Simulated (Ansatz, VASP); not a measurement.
## TaN: VASP beside Ansatz

```xyz
2
Lattice="0.0000 2.1965 2.1965 2.1965 0.0000 2.1965 2.1965 2.1965 0.0000" Properties=species:S:1:pos:R:3 pbc="T T T"
Ta    2.1965    2.1965    2.1965
N     0.0000    0.0000    0.0000
```

The cell comes from a database or a generator and needn't be the stable form of this composition.

Alike in both runs: task single point; functional r2SCAN; k mesh 10 × 10 × 10; occupations fermi-dirac, width 0.05 eV; no spin polarisation.

|  | VASP | Ansatz |
| --- | --- | --- |
| version | VASP 6.6.1 | Ansatz 0.2.0 |
| potentials or method | VASP PAW PBE potentials, release 64 (Ta_pv, N) | Ansatz PAW |
| plane-wave cutoff (eV) | 520 | 500 |
| valence electrons in the cell | 16 | 18 |

VASP gave:

```
gap on the k mesh at the Fermi level (eV) : none
pressure (GPa)                            : 2.7
```

Problem. Which values does Ansatz return?

Solution. gap on the k mesh at the Fermi level (eV): none; pressure (GPa): 0.7.

A gap of «none» marks a metal or a gap that the smearing closes. The functional is the same, so the differences come from potentials, cutoffs and numerics. The two sets of potentials don't hold the same shells in valence.

Caveats: the PAW data sets were made with another functional, which shifts forces and pressure a little (VASP); the PAW data sets come from PBE, with cores solved anew for the run's functional, which leaves a small shift of forces and pressure (Ansatz). The runs have no spin-orbit coupling, so splittings on Ta are missing.
